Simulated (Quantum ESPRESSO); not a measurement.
# Ge (P1) in Quantum ESPRESSO: reference runs

How does Ge come out in PBE? The cell is run as given.

All numbers are computed with Quantum ESPRESSO 7.5; they aren't measurements. Logs are shortened: lines on timing, memory, paths and dates and some standing lists are left out, and cuts for length are marked.

### 1 The structure

The typed cell holds 4 atoms: a = 3.680 Å, b = 4.152 Å, c = 6.322 Å, α = 110.93°, β = 123.75°, γ = 85.93°.

### 2 Single point, PBE

pw.in reads:

```
&CONTROL
  calculation = 'scf'
  prefix = 'pwscf'
  outdir = './tmp'
  pseudo_dir = './pseudo'
  tprnfor = .true.
  tstress = .true.
  disk_io = 'nowf'
/
&SYSTEM
  ibrav = 0
  nat = 4
  ntyp = 1
  ecutwfc = 55
  ecutrho = 440
  nbnd = 38
  occupations = 'smearing'
  smearing = 'fd'
  degauss = 0.00367493
/
&ELECTRONS
  conv_thr = 8d-10
  electron_maxstep = 120
  mixing_beta = 0.5
/
ATOMIC_SPECIES
Ge    72.6300 ge_pbe_v1.4.uspp.F.UPF
CELL_PARAMETERS angstrom
   2.4348139000   -2.6600080200   -0.7355761200
  -2.4495805100   -3.0404330900    1.4117310400
  -2.9457841800    3.3930514000   -4.4465655000
ATOMIC_POSITIONS crystal
Ge     0.7213419100    0.7051757600    0.0342245700
Ge     0.3010783400    0.7107773100    0.5092172700
Ge     0.7560276300    0.3064193400    0.5014726300
Ge     0.2215521200    0.2776276000    0.9550855400
K_POINTS automatic
9 7 6 0 0 0
```

Potentials or basis: SSSP 1.3 efficiency PBE.

Command:

```bash
OMP_NUM_THREADS=1 pw.x -in pw.in > pw.out
```

pw.out:

```text
This program is part of the open-source Quantum ESPRESSO suite
     for quantum simulation of materials; please cite
[... 6 lines left out ...]
     --------------------
     sticks:   dense  smooth     PW     G-vecs:    dense   smooth      PW
     Sum        1909     953    297                77811    27561    4725

     Using Slab Decomposition

     bravais-lattice index     =            0
     lattice parameter (alat)  =       6.9549  a.u.
     unit-cell volume          =     499.3219 (a.u.)^3
     number of atoms/cell      =            4
     number of atomic types    =            1
     number of electrons       =        56.00
     number of Kohn-Sham states=           38
     kinetic-energy cutoff     =      55.0000  Ry
     charge density cutoff     =     440.0000  Ry
     scf convergence threshold =      8.0E-10
     mixing beta               =       0.5000
     number of iterations used =            8  plain     mixing
     Exchange-correlation=  SLA  PW   PBX  PBC
                           (   1   4   3   4   0   0   0)

     celldm(1)=   6.954868  celldm(2)=   0.000000  celldm(3)=   0.000000
     celldm(4)=   0.000000  celldm(5)=   0.000000  celldm(6)=   0.000000

     crystal axes: (cart. coord. in units of alat)
               a(1) = (   0.661570  -0.722758  -0.199865 )
               a(2) = (  -0.665582  -0.826124   0.383585 )
               a(3) = (  -0.800407   0.921935  -1.208188 )

     reciprocal axes: (cart. coord. in units 2 pi/alat)
               b(1) = (  0.434201 -0.748631 -0.858911 )
               b(2) = ( -0.712464 -0.646292 -0.021171 )
               b(3) = ( -0.298027 -0.081347 -0.692321 )

     PseudoPot. # 1 for Ge read from file:
     ge_pbe_v1.4.uspp.F.UPF
     Pseudo is Ultrasoft + core correction, Zval = 14.0
     Generated by new atomic code, or converted to UPF format
     Using radial grid of  873 points,  6 beta functions with:
                l(1) =   0
                l(2) =   0
                l(3) =   1
                l(4) =   1
                l(5) =   2
                l(6) =   2
     Q(r) pseudized with  8 coefficients,  rinner =    1.400   1.400   1.400
                                                       1.400   1.400

     atomic species   valence    mass     pseudopotential
     Ge               14.00    72.63000     Ge( 1.00)

     No symmetry found

   Cartesian axes

     site n.     atom                  positions (alat units)
         1        Ge     tau(   1) = (  -0.0195279  -1.0723656   0.0849740  )
         2        Ge     tau(   2) = (  -0.6814774  -0.3353319  -0.4027618  )
         3        Ge     tau(   3) = (  -0.1051643  -0.3372402  -0.6394392  )
         4        Ge     tau(   4) = (  -0.8026689   0.4910435  -1.0917100  )

     number of k points=   190  Fermi-Dirac smearing, width (Ry)=  0.0037

     Number of k-points >= 100: set verbosity='high' to print them.

     Dense  grid:    77811 G-vectors     FFT dimensions: (  48,  54,  80)

     Smooth grid:    27561 G-vectors     FFT dimensions: (  36,  40,  60)

     Check: negative core charge=   -0.000001

     Initial potential from superposition of free atoms

     starting charge      55.9965, renormalised to      56.0000
     Starting wfcs are   36 randomized atomic wfcs +    2 random wfcs

     Self-consistent Calculation

     iteration #  1     ecut=    55.00 Ry     beta= 0.50
     Davidson diagonalization with overlap
     ethr =  1.00E-02,  avg # of iterations =  4.3

     Threshold (ethr) on eigenvalues was too large:
     Diagonalizing with lowered threshold

     Davidson diagonalization with overlap
     ethr =  4.56E-05,  avg # of iterations =  4.5

     total energy              =    -854.44031309 Ry
     estimated scf accuracy    <       0.02640764 Ry

     iteration #  2     ecut=    55.00 Ry     beta= 0.50
     Davidson diagonalization with overlap
     ethr =  4.72E-05,  avg # of iterations =  2.0

     total energy              =    -854.44252054 Ry
     estimated scf accuracy    <       0.00336318 Ry

     iteration #  3     ecut=    55.00 Ry     beta= 0.50
     Davidson diagonalization with overlap
     ethr =  6.01E-06,  avg # of iterations =  1.9

     total energy              =    -854.44260963 Ry
     estimated scf accuracy    <       0.00051495 Ry

     iteration #  4     ecut=    55.00 Ry     beta= 0.50
     Davidson diagonalization with overlap
     ethr =  9.20E-07,  avg # of iterations =  2.5

     total energy              =    -854.44263552 Ry
     estimated scf accuracy    <       0.00010713 Ry

     iteration #  5     ecut=    55.00 Ry     beta= 0.50
     Davidson diagonalization with overlap
     ethr =  1.91E-07,  avg # of iterations =  2.0

     total energy              =    -854.44265533 Ry
     estimated scf accuracy    <       0.00000778 Ry

     iteration #  6     ecut=    55.00 Ry     beta= 0.50
     Davidson diagonalization with overlap
     ethr =  1.39E-08,  avg # of iterations =  2.0

     total energy              =    -854.44265684 Ry
     estimated scf accuracy    <       0.00000089 Ry

     iteration #  7     ecut=    55.00 Ry     beta= 0.50
     Davidson diagonalization with overlap
     ethr =  1.59E-09,  avg # of iterations =  2.0

     total energy              =    -854.44265700 Ry
     estimated scf accuracy    <       0.00000005 Ry

     iteration #  8     ecut=    55.00 Ry     beta= 0.50
     Davidson diagonalization with overlap
     ethr =  9.45E-11,  avg # of iterations =  2.6

     total energy              =    -854.44265701 Ry
     estimated scf accuracy    <          2.3E-09 Ry

     iteration #  9     ecut=    55.00 Ry     beta= 0.50
     Davidson diagonalization with overlap
     ethr =  4.11E-12,  avg # of iterations =  3.2

     End of self-consistent calculation

     Number of k-points >= 100: set verbosity='high' to print the bands.

     the Fermi energy is    11.0498 ev

!    total energy              =    -854.44265702 Ry
     estimated scf accuracy    <          3.0E-10 Ry
     smearing contrib. (-TS)   =      -0.00134857 Ry
     internal energy E=F+TS    =    -854.44130844 Ry

     The total energy is F=E-TS. E is the sum of the following terms:
     one-electron contribution =    -475.14593850 Ry
     hartree contribution      =     295.04787041 Ry
     xc contribution           =    -233.34000370 Ry
     ewald contribution        =    -441.00323665 Ry

     convergence has been achieved in   9 iterations

     Forces acting on atoms (cartesian axes, Ry/au):

     atom    1 type  1   force =    -0.02222366   -0.05631425    0.01244067
     atom    2 type  1   force =    -0.07920754    0.00098370    0.00817793
     atom    3 type  1   force =     0.08666697   -0.00718050    0.01298184
     atom    4 type  1   force =     0.01476423    0.06251106   -0.03360044

     Total force =     0.152143     Total SCF correction =     0.000043

     Computing stress (Cartesian axis) and pressure

          total   stress  (Ry/bohr**3)                   (kbar)     P=      125.33
   0.00099621  -0.00004061  -0.00022379          146.55       -5.97      -32.92
  -0.00004061   0.00071648  -0.00003050           -5.97      105.40       -4.49
  -0.00022379  -0.00003050   0.00084333          -32.92       -4.49      124.06

=------------------------------------------------------------------------------=
   JOB DONE.
=------------------------------------------------------------------------------=
```

Wall time 5.1 min (1 thread of Intel Xeon Platinum 8488C (Sapphire Rapids), shared host); peak memory 0.68 GiB.

What came out:

```yaml
Free_energy: -11625.2846 eV
Pressure: 12.5 GPa
Largest_force: 2.261 eV/Å
Band_gap_on_the_k_mesh: none (metal or under the smearing width)
```

Forces in eV/Å, atoms in the order of the input:
```
Ge  -0.571 -1.448  0.320
Ge  -2.037  0.025  0.210
Ge   2.228 -0.185  0.334
Ge   0.380  1.607 -0.864
```

Caveat: forces of over 1 eV/Å show positions far from the minimum, so gaps and moduli don't describe the material at rest.
